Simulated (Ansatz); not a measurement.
# SbPt: the cost of one run

Computed with Ansatz 0.2.0 (DFT PBE, scalar-relativistic, plane waves, PAW, unless a step's input says otherwise).

1 further run of the same task is left out (it didn't finish).

**1. Starting point**

It takes space group F-43m (No. 216, cubic). The conventional cell has a = 5.551 Å, b = 5.551 Å, c = 5.551 Å, α = 90.00°, β = 90.00°, γ = 90.00°. Sb (site symmetry -43m) has 4 Pt at 2.40 Å as nearest neighbours. Pt (site symmetry -43m) has 4 Sb at 2.40 Å as nearest neighbours.

Structure file:

```
Sb Pt
1.0
     0.00000    2.77541    2.77541
     2.77541    0.00000    2.77541
     2.77541    2.77541    0.00000
Sb Pt
1 1
Cartesian
  0.0000 0.0000 0.0000
  4.1631 4.1631 4.1631
```

This is candidate A: zinc blende type (F-43m, No. 216).

(A quick probe on a coarse mesh, which set the mesh and smearing, is not shown.)

**3. A loose first relaxation (candidate A)**

File input.yaml:

```yaml
crystal:
  lattice:
    - [0.0, 2.7754075922, 2.7754075922]
    - [2.7754075922, 0.0, 2.7754075922]
    - [2.7754075922, 2.7754075922, 0.0]
  atoms:
    - { symbol: Sb, position: [0.0, 0.0, 0.0] }
    - { symbol: Pt, position: [0.75, 0.75, 0.75] }
basis:
  ecutwfc: 420
kpoints:
  mp_grid: { grid: [6, 6, 6] }
hamiltonian:
  xc: pbe
scf:
  occupations: { method: gaussian, width: 0.1 }
  lower_state_search: "off"
output:
  forces: true
  stress: true
  eigenvalues: true
relax:
  adjacent_minimum: "off"
  f_tol: 0.04
  max_steps: 70
  cell: { stress_tol: 0.4 }
```

Command:

```
$ ansatz run input.yaml --threads 1 --pin off --max-ram 2560MiB --backend cpu --events-out ev --progress --plain --runs-dir out
```

What time and memory should one allow on 1 thread of Intel Xeon 6975P-C (Granite Rapids), shared host?

About 8.2 s, with a peak of 0.36 GiB.
